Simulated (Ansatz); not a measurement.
**Band table of Hg (sc type)**

```yaml
crystal:
  lattice:
    - [2.34029, 0.00000, 0.00000]
    - [0.00000, 2.34029, 0.00000]
    - [0.00000, 0.00000, 2.34029]
  atoms:
    - { symbol: Hg, position: [0.00000, 0.00000, 0.00000] }
```

The cell comes from a relaxation on PAW files under the same functional, begun from a prototype that needn't be the stable phase.

Level of theory: DFT with PBE, scalar-relativistic, in Ansatz 0.2.0; a Γ-centred 12×12×12 k mesh, Fermi–Dirac smearing of 0.08 eV, no spin polarisation. LAPW: all electrons, basis error target 1 meV/atom.

This run: volume at 0.43 of the series' base cell.

Spin–orbit coupling is left out, which matters for the heavy atoms. The structure type is held throughout; the real material can change phase at far lower pressure.

Path points, in fractions of the reciprocal vectors: Γ (0.000, 0.000, 0.000), X (0.000, 0.500, 0.000), M (0.500, 0.500, 0.000), R (0.500, 0.500, 0.500). The distance column jumps between branches of the path. Levels in eV from the Fermi level; bands 20 to 28, counted from the lowest band of the run. The gap is zero, the pressure 256.4 GPa.

```
# k(1/Å) point b20 b21 b22 b23 b24 b25 b26 b27 b28
0.000 Γ -16.86 -15.32 -15.32 -7.44 -7.44 -7.44 12.34 12.34 12.34
0.168 - -16.71 -15.29 -15.17 -7.58 -7.58 -7.43 11.40 12.60 12.60
0.336 - -16.35 -15.22 -14.69 -7.94 -7.94 -7.40 9.39 13.31 13.31
0.503 - -15.91 -15.10 -13.78 -8.45 -8.45 -7.36 7.15 14.38 14.38
0.671 - -15.48 -14.97 -12.45 -9.01 -9.01 -7.30 4.96 15.64 15.64
0.839 - -15.07 -14.83 -10.84 -9.53 -9.53 -7.25 2.94 14.39 16.96
1.007 - -14.73 -14.70 -9.95 -9.95 -9.13 -7.20 1.15 13.40 18.17
1.175 - -14.62 -14.49 -10.21 -10.21 -7.64 -7.17 -0.29 12.80 17.35
1.342 X -14.59 -14.40 -10.30 -10.30 -7.16 -6.97 -0.91 12.59 16.91
1.510 - -14.51 -14.20 -10.74 -10.28 -7.28 -6.50 -0.90 12.72 16.79
1.678 - -14.40 -13.51 -11.66 -10.23 -7.61 -5.52 -0.86 13.01 16.47
1.846 - -14.26 -12.65 -12.37 -10.15 -8.07 -4.40 -0.80 13.17 14.70
2.014 - -14.08 -13.56 -10.86 -10.05 -8.59 -3.29 -0.73 12.61 12.73
2.181 - -14.32 -13.90 -9.95 -9.10 -9.07 -2.26 -0.65 10.63 11.81
2.349 - -14.89 -13.75 -9.87 -9.45 -7.31 -1.37 -0.59 8.81 10.84
2.517 - -15.24 -13.64 -9.81 -9.70 -5.83 -0.75 -0.54 7.38 10.11
2.685 M -15.35 -13.60 -9.79 -9.79 -5.22 -0.52 -0.52 6.79 9.83
2.922 - -15.12 -13.68 -9.74 -9.71 -6.26 -2.03 0.55 7.56 10.55
3.159 - -14.47 -13.89 -9.58 -9.48 -8.19 -4.87 2.57 7.94 12.86
3.397 - -14.27 -13.49 -10.15 -9.30 -9.13 -7.67 4.72 7.96 15.01
3.634 - -14.67 -12.89 -11.90 -9.57 -8.91 -8.69 6.82 8.15 16.22
3.871 - -15.16 -13.74 -13.35 -9.43 -8.44 -8.23 8.75 8.82 16.53
4.109 - -15.84 -14.77 -14.43 -8.46 -7.96 -7.83 9.89 10.58 14.31
4.346 - -16.57 -15.20 -15.09 -7.71 -7.59 -7.54 11.42 11.86 12.85
4.583 Γ -16.86 -15.32 -15.32 -7.44 -7.44 -7.44 12.34 12.34 12.34
4.874 - -16.42 -15.07 -15.07 -7.74 -7.68 -7.68 11.44 12.11 12.11
5.164 - -15.17 -14.33 -14.33 -8.46 -8.38 -8.38 10.25 11.50 11.50
5.455 - -13.57 -13.16 -13.16 -9.43 -9.43 -8.94 9.66 10.86 10.86
5.746 - -12.94 -11.81 -11.81 -10.47 -10.47 -7.60 9.38 10.40 10.40
6.036 - -13.35 -12.24 -12.24 -9.42 -9.42 -4.27 8.64 9.90 9.90
6.327 - -13.80 -13.23 -13.23 -7.48 -7.48 -0.05 7.07 8.91 8.91
6.618 - -14.06 -13.90 -13.90 -5.76 -5.76 4.29 5.59 7.55 7.55
6.908 R -14.13 -14.13 -14.13 -5.02 -5.02 4.92 6.87 6.87 6.87
7.146 - -14.12 -14.01 -13.90 -5.75 -5.30 5.21 5.59 6.38 7.86
7.383 - -14.06 -13.67 -13.23 -7.41 -6.17 3.33 4.40 6.88 10.28
7.620 - -13.87 -13.13 -12.24 -9.31 -7.60 1.48 2.39 8.77 13.33
7.858 - -13.48 -12.44 -11.29 -11.08 -9.12 0.14 0.29 11.17 15.38
8.095 - -12.84 -12.56 -11.87 -11.69 -9.05 -2.13 -0.39 13.65 14.45
8.332 - -13.67 -13.18 -11.95 -10.99 -8.10 -4.27 -0.74 13.53 15.62
8.569 - -14.36 -14.09 -10.92 -10.49 -7.40 -6.08 -0.88 12.85 16.64
8.807 X -14.59 -14.40 -10.30 -10.30 -7.16 -6.97 -0.91 12.59 16.91
10.705 R -14.13 -14.13 -14.13 -5.02 -5.02 4.92 6.87 6.87 6.87
10.873 - -14.19 -14.02 -14.02 -5.53 -5.03 5.10 6.58 6.58 6.91
11.041 - -14.33 -13.67 -13.67 -6.81 -5.05 5.62 5.80 5.80 6.99
11.209 - -14.55 -13.12 -13.12 -8.45 -5.08 4.67 4.67 6.41 7.01
11.376 - -14.78 -12.39 -12.39 -10.11 -5.12 3.35 3.35 6.98 7.35
11.544 - -15.01 -11.56 -11.55 -11.55 -5.16 1.99 1.99 6.92 8.31
11.712 - -15.19 -12.67 -10.71 -10.71 -5.19 0.75 0.75 6.86 9.12
11.880 - -15.31 -13.37 -10.05 -10.05 -5.21 -0.17 -0.17 6.81 9.65
12.048 M -15.35 -13.60 -9.79 -9.79 -5.22 -0.52 -0.52 6.79 9.83
```
